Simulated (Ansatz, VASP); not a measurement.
## CuO in VASP and in Ansatz

```
Cu O
1.0
     2.03079   -2.19662    0.00000
     2.03079    2.19662    0.00000
     0.00000    0.00000    5.15593
Cu O
2 2
Direct
  0.50000 0.00000 0.00000
  0.00000 0.50000 0.50000
  0.50000 0.50000 0.25000
  0.50000 0.50000 0.75000
```

Measurements of this composition are mostly on another form, of space group No. 15.

Alike in both runs: functional PBEsol; k mesh 8 × 8 × 5; occupations fermi-dirac, width 0.05 eV; no spin polarisation.

|  | VASP | Ansatz |
| --- | --- | --- |
| version | VASP 6.6.1 | Ansatz 0.2.0 |
| potentials or method | VASP PAW PBE potentials, release 64 (Cu, O) | Ansatz PAW |
| plane-wave cutoff (eV) | 520 | 420 |
| valence electrons in the cell | 34 | 50 |
| task | single point | band structure |

```csv
,VASP,Ansatz,Ansatz less VASP
gap on the k mesh at the Fermi level (eV),none,none,-
pressure (GPa),-10.0,-10.6,-0.59
largest component of the traceless stress (GPa),1.40,1.59,+0.192
```

A gap of «none» marks a metal or a gap that the smearing closes. The functional is the same, so the differences come from potentials, cutoffs and numerics. The two sets of potentials don't hold the same shells in valence.

Caveats: the run has no spin polarisation, though such a crystal can be magnetic; semilocal functionals often make such compounds metallic where correlation or magnetic order opens a gap, which also shifts bond lengths; the PAW data sets were made with another functional, which shifts forces and pressure a little (VASP); the pressure holds a Pulay correction of +0.7 GPa for the finite cutoff (Ansatz); the PAW data sets come from PBE, with cores solved anew for the run's functional, which leaves a small shift of forces and pressure (Ansatz).
